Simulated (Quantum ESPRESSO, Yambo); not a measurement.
## BN (P6_3mc): G0W0 in Yambo against the bands

Aim: move the bands of a G0W0 run on BN (P6_3mc) over a wide range.

Calculated with Yambo 5.3.0; PBE and many-body steps on it, plane waves.

Most raw output is cut from this account.

The database entry behind the starting cell has ideal inner coordinates that were not refined, so it need not match the best structure at ambient conditions.

### Step 1. Set-up

The structure is hexagonal, space group P6_3mc (No. 186). Conventional cell: a = 2.536 Å, b = 2.536 Å, c = 4.199 Å, α = 90.00°, β = 90.00°, γ = 120.00°. B has 4 N at 1.56 to 1.57 Å nearest. N has 4 B at 1.56 to 1.57 Å nearest. Farther neighbours and most contacts between anions are not listed.

Structure file:

```xyz
4
Lattice="2.5360 0.0000 0.0000 -1.2680 2.1962 0.0000 0.0000 0.0000 4.1990" Properties=species:S:1:pos:R:3 pbc="T T T"
B     1.2680    0.7321    0.0000
B     0.0000    1.4642    2.0995
N     1.2680    0.7321    1.5746
N     0.0000    1.4642    3.6741
```

The cell and positions come from the Crystallography Open Database and are kept as given unless a step says otherwise. This is not the form that BN usually takes at ambient conditions.

### Step 2. 24 bands

This step: Yambo 5.3.0; G0W0 on PBE, plane waves, norm-conserving pseudopotentials.

Now the one-shot GW correction: screening in the RPA, then the self-energy of the levels asked for.

gw1.in reads:

```
HF_and_locXC
gw0
dyson
ppa
em1d
rim_cut
RandQpts= 1000000
RandGvec= 1 RL
EXXRLvcs= 72 Ry
VXCRLvcs= 288 Ry
Chimod= "HARTREE"
% BndsRnXp
 1 | 24 |
%
NGsBlkXp= 15.5 Ry
% LongDrXp
 1 | 1 | 1 |
%
% GbndRnge
 1 | 24 |
%
DysSolver= "n"
ExtendOut
PPAPntXp= 27.21138 eV
% QPkrange
 1 | 1 | 7 | 10 |
 19 | 19 | 7 | 10 |
 4 | 4 | 7 | 10 |
%
```

The run is started by

```
OMP_NUM_THREADS=1 mpirun -n 4 yambo -F gw1.in -J gw1 -C gw1 > gw1.log
```

Run time: 30 s. Hardware: 4 MPI ranks of Arm Neoverse V1, shared host; peak memory 1.3 GiB; 1.9 min of CPU time.

Numbers from this step:

```
G0W0 gap on the points computed              : 6.738 eV
starting gap on the mesh                     : 5.280 eV
k of the valence top                         : 0, 0, 0
k of the conduction bottom                   : 0.3333, 0.3333, 0
least direct G0W0 gap on the computed points : 10.37 eV
Z at the valence top                         : 0.8339
Z at the conduction bottom                   : 0.8657
```

The gap on the mesh goes from 5.28 eV to 6.74 eV, a correction of +1.46 eV.

### Step 3. 42 bands

gw2.in, as its differences from gw1.in of step 2:

```diff
@@ -12,3 +12,3 @@
 % BndsRnXp
- 1 | 24 |
+ 1 | 42 |
 %
@@ -19,3 +19,3 @@
 % GbndRnge
- 1 | 24 |
+ 1 | 42 |
 %
```

The run is started by

```
OMP_NUM_THREADS=1 mpirun -n 4 yambo -F gw2.in -J gw2 -C gw2 > gw2.log
```

It took 53 s on 4 MPI ranks; peak memory 1.3 GiB.

Numbers from this step:

```yaml
g0w0_gap_on_the_points_computed: 6.657 eV
starting_gap_on_the_mesh: 5.280 eV
k_of_the_valence_top: 0, 0, 0
k_of_the_conduction_bottom: 0.3333, 0.3333, 0
least_direct_g0w0_gap_on_the_computed_points: 10.24 eV
z_at_the_valence_top: 0.8309
z_at_the_conduction_bottom: 0.8613
```

Against the run before, the gap moves by −0.081 eV.

### Step 4. 77 bands

gw3.in, as its differences from gw2.in of step 3:

```diff
@@ -12,3 +12,3 @@
 % BndsRnXp
- 1 | 42 |
+ 1 | 77 |
 %
@@ -19,3 +19,3 @@
 % GbndRnge
- 1 | 42 |
+ 1 | 77 |
 %
```

The run is started by

```
OMP_NUM_THREADS=1 mpirun -n 4 yambo -F gw3.in -J gw3 -C gw3 > gw3.log
```

It took 99 s on 4 MPI ranks; peak memory 1.3 GiB; 6.5 min of CPU time.

This step gave:

```yaml
g0w0_gap_on_the_points_computed: 6.697 eV
starting_gap_on_the_mesh: 5.280 eV
k_of_the_valence_top: 0, 0, 0
k_of_the_conduction_bottom: 0.3333, 0.3333, 0
least_direct_g0w0_gap_on_the_computed_points: 10.22 eV
```

Against the run before, the gap moves by +0.040 eV.

### Step 5. 136 bands

gw4.in, as its differences from gw3.in of step 4:

```diff
@@ -12,3 +12,3 @@
 % BndsRnXp
- 1 | 77 |
+ 1 | 136 |
 %
@@ -19,3 +19,3 @@
 % GbndRnge
- 1 | 77 |
+ 1 | 136 |
 %
```

The run is started by

```
OMP_NUM_THREADS=1 mpirun -n 4 yambo -F gw4.in -J gw4 -C gw4 > gw4.log
```

The job ended after 2.9 min (4 MPI ranks; peak memory 1.6 GiB; 11 min of CPU time).

Numbers from this step:

```
G0W0 gap on the points computed              : 6.760 eV
starting gap on the mesh                     : 5.280 eV
k of the valence top                         : 0, 0, 0
k of the conduction bottom                   : 0.3333, 0.3333, 0
least direct G0W0 gap on the computed points : 10.25 eV
```

Against the run before, the gap moves by +0.063 eV.

### Step 6. 205 bands

gw5.in, as its differences from gw4.in of step 5:

```diff
@@ -12,3 +12,3 @@
 % BndsRnXp
- 1 | 136 |
+ 1 | 205 |
 %
@@ -19,3 +19,3 @@
 % GbndRnge
- 1 | 136 |
+ 1 | 205 |
 %
```

The run is started by

```
OMP_NUM_THREADS=1 mpirun -n 4 yambo -F gw5.in -J gw5 -C gw5 > gw5.log
```

The job ended after 4.4 min (4 MPI ranks; peak memory 1.8 GiB; 17 min of CPU time).

This step gave:

| Quantity | Value |
| --- | --- |
| G0W0 gap on the points computed | 6.791 eV |
| starting gap on the mesh | 5.280 eV |
| k of the valence top | 0, 0, 0 |
| k of the conduction bottom | 0.3333, 0.3333, 0 |
| least direct G0W0 gap on the computed points | 10.26 eV |

Against the run before, the gap moves by +0.031 eV.

### Step 7. 283 bands

gw6.in, as its differences from gw5.in of step 6:

```diff
@@ -12,3 +12,3 @@
 % BndsRnXp
- 1 | 205 |
+ 1 | 283 |
 %
@@ -19,3 +19,3 @@
 % GbndRnge
- 1 | 205 |
+ 1 | 283 |
 %
```

The run is started by

```
OMP_NUM_THREADS=1 mpirun -n 4 yambo -F gw6.in -J gw6 -C gw6 > gw6.log
```

Wall time 6.1 min (4 MPI ranks); peak memory 2.1 GiB; 24 min of CPU time.

This step gave:

```
G0W0 gap on the points computed              : 6.805 eV
starting gap on the mesh                     : 5.280 eV
k of the valence top                         : 0, 0, 0
k of the conduction bottom                   : 0.3333, 0.3333, 0
least direct G0W0 gap on the computed points : 10.27 eV
```

Against the run before, the gap moves by +0.015 eV.

### Step 8. Side by side

Times are wall times on 4 MPI ranks of Arm Neoverse V1, shared host, good to a factor of about two.

```csv
run,mesh,bands,screening cutoff (eV),DFT gap (eV),gap on the mesh (eV),direct (eV),time
24 bands,6×6×4,24,210.9,5.280,6.738,10.367,30 s
42 bands,6×6×4,42,210.9,5.280,6.657,10.235,53 s
77 bands,6×6×4,77,210.9,5.280,6.697,10.217,99 s
136 bands,6×6×4,136,210.9,5.280,6.760,10.246,2.9 min
205 bands,6×6×4,205,210.9,5.280,6.791,10.265,4.4 min
283 bands,6×6×4,283,210.9,5.280,6.805,10.274,6.1 min
```

### Step 9. Summary of results

| Item | Value |
| --- | --- |
| 24 bands | 6.738 eV |
| 42 bands | 6.657 eV |
| 77 bands | 6.697 eV |
| 136 bands | 6.760 eV |
| 205 bands | 6.791 eV |
| 283 bands | 6.805 eV |
| known limits | not at the basis limit; coarse k mesh |

What this shows: The setting moved: bands. From 24 bands to 283 bands the gap moves by +0.07 eV, for 12 times the time, not steadily: it passes through 6.66 eV. The last step still moves it by +0.015 eV. Bands and screening cutoff are coupled, so a series along one setting does not show full convergence. Bands and cutoff are finite, so the gap is not at the basis limit. The miss can reach some tenths of an eV and take either sign; the mesh is an error of its own. In the G0W0 runs levels were corrected at 3 k points alone, so a gap called «on the mesh» is the least over those, and an edge elsewhere would be missed. The 6×6×4 mesh is coarse for this cell, which bears on the long-range parts of exchange and screening.

[Paths, hosts, dates, memory and timing lines, banners, echoed tables and standing remarks are left out of the program output.]

[Logs are printed without paths, hosts, clocks, repeated set-up lines and the standing remarks that a program may print on its own settings, such as how far it seeks lower states.]

[Runs of the session that timed out or met a known fault of the program may be left out.]

[Hosts, paths, dates, database ids (printed as entryN), source tags and the programs' standing remarks are cut or masked in the printed files.]
